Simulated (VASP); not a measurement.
Write the native input for VASP 6.6.1 that does the following.

```
Task                   : relaxation of cell and atoms
Functional             : PBE
Potentials or basis    : VASP PAW PBE potentials, release 64 (Zn, O)
Cutoff                 : 600 eV
k mesh                 : 9 × 9 × 6
Occupations            : gaussian, width 0.02 eV
Spin                   : no spin polarisation
Dipole correction      : no
Further INCAR settings : ALGO = Fast; EDIFF = 1e-06; IBRION = 2; EDIFFG = -0.005; NSW = 100; ISIF = 3
```

The structure of ZnO lies in POSCAR:

```
ZnO
1.0
    3.2731970000      0.0000000000      0.0000000000
   -1.6365990000      2.8346720000      0.0000000000
    0.0000000000      0.0000000000      5.3451090000
Zn O
2 2
Direct
    0.0000000000      0.0000000000      0.0000000000
    0.3333333300      0.6666666700      0.5000000000
    0.0000000000      0.0000000000      0.3750000000
    0.3333333300      0.6666666700      0.8750000000
```

The cell was built by a generator and needn't be a form met in nature.

One way to write it, as run:

INCAR

```
SYSTEM = ZnO
PREC = Accurate
ENCUT = 600
EDIFF = 1E-6
ISMEAR = 0
SIGMA = 0.02
LREAL = .False.
LASPH = .True.
NELM = 100
ALGO = Fast
ISIF = 3
LWAVE = .False.
LCHARG = .False.
GGA = PE
IBRION = 2
NSW = 100
EDIFFG = -0.005
```

KPOINTS

```
Automatic mesh
0
Gamma
  9 9 6
  0 0 0
```

Potentials or basis: VASP PAW PBE potentials, release 64 (Zn, O).

The run is started by

```console
$ cat potpaw_PBE.64/Zn/POTCAR potpaw_PBE.64/O/POTCAR > POTCAR
$ mpirun -np 1 vasp_std > vasp.out
```

It gave:

| Property | Result |
| --- | --- |
| Relaxed volume | 12.39 Å³/atom |
| Relaxed cell | a = 3.286 Å, b = 3.286 Å, c = 5.302 Å, α = 90.00°, β = 90.00°, γ = 120.00° |
| Space group after relaxing (to 0.05 Å) | P6_3mc (No. 186) |
| Energy gained by relaxing | 0.5 meV/atom |
| Ionic steps | 15 |
| Pressure after relaxing | 0.0 GPa |
| Largest force after relaxing | 0.003 eV/Å |
| Band gap on the k mesh | 0.72 eV, direct |

Wall time 5 min on 1 thread of Intel(R) Xeon(R) Platinum 8488C (Sapphire Rapids), on a shared host, peak memory 0.23 GiB.
